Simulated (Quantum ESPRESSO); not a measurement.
MgO2 under changes of volume

One of the cells (10.390 Å³/atom); the others are scaled copies at fixed shape and fractional positions:

```
Mg O
1.0
     1.60476    0.92651    3.49398
    -1.60476    0.92651    3.49398
     0.00000   -1.85302    3.49398
Mg O
1 2
Cartesian
  0.0000 0.0000 0.0000
  0.0000 0.0000 5.9874
  0.0000 0.0000 4.4945
```

The cell comes from a database or a generator and needn't be the stable form of this composition.

| Item | Value |
| --- | --- |
| Program | Quantum ESPRESSO 7.5 |
| Functional | PBEsol |
| Potentials or basis | GBRV 1.5 PBEsol |
| Cutoff | 612 eV |
| Density cutoff | 4898 eV |
| k mesh | 10 × 10 × 10 |
| Occupations | fermi-dirac, width 0.05 eV |
| Spin | no spin polarisation |

```tsv
volume (Å³/atom)	energy over the lowest point (meV/atom)	pressure (GPa)	gap on the mesh (eV)
9.766	?	?	?
9.974	0.00	1.0	2.49
10.182	0.28	-1.9	2.36
10.390	4.08	-4.4	2.24
10.598	11.06	-6.7	2.12
10.805	20.87	-8.8	2.01
11.013	33.25	-10.7	1.91
```

Task: What does the run at 9.766 Å³/atom give?

Result: Energy over the lowest point 3.64 meV/atom; pressure 4.2 GPa; gap on the mesh 2.63 eV.

Worked out: A Birch-Murnaghan fit of order 3 (a polynomial in V^(-2/3)) to the other rows has its minimum at 10.06 Å³/atom with B0 = V·E''(V) = 140 GPa and B' = 4.2 at fixed shape and positions, which overstates the stiffness. It gives 3.67 meV/atom at 9.766 Å³/atom, against the run's 3.64, and -dE/dV = 4.5 GPa, against 4.2. A straight line through the other rows of the gap, of slope -5.87 eV per unit of ln V (its deformation potential), extrapolates to 2.61 eV, against the run's 2.63.

Energies are extrapolated to zero smearing.

A mesh can miss the band edges.
